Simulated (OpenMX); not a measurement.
Bi in OpenMX: the effect of volume scale

Bi:

```
Bi
1.0
     3.10328    0.00000    0.00000
     0.00000    3.08725    0.00000
    -0.07710    0.00000    6.17508
Bi
2
Direct
  0.54425 0.00000 0.74958
  0.45575 0.00000 0.25042
```

This isn't the form of Bi at room conditions, which is rhombohedral.

Alike in all runs:

- Program: OpenMX 3.8.5
- Task: single point
- Functional: PBE
- Potentials or basis: OpenMX 2013 PBE set, Bi8.0-s3p2d2f1, grid cutoff 500 Ry
- k mesh: 7 × 7 × 3
- Occupations: fermi-dirac, width 0.05 eV
- Spin: no spin polarisation

Question: One run gave: pressure 1.1 GPa; largest force 0.05 eV/Å. Which volume scale did it use?
A. 1
B. 1.08
C. 0.96
D. 0.88
E. 1.04

Answer: E.

| volume scale | pressure (GPa) | largest force (eV/Å) |
| --- | --- | --- |
| 0.88 | 13.3 | 0.05 |
| 0.92 | 9.2 | 0.03 |
| 0.96 | 5.9 | 0.03 |
| 1 | 3.2 | 0.04 |
| 1.04 | 1.1 | 0.05 |
| 1.08 | -0.7 | 0.06 |

Caveats: the basis of atomic orbitals isn't converged, which shifts pressures, moduli and gaps.
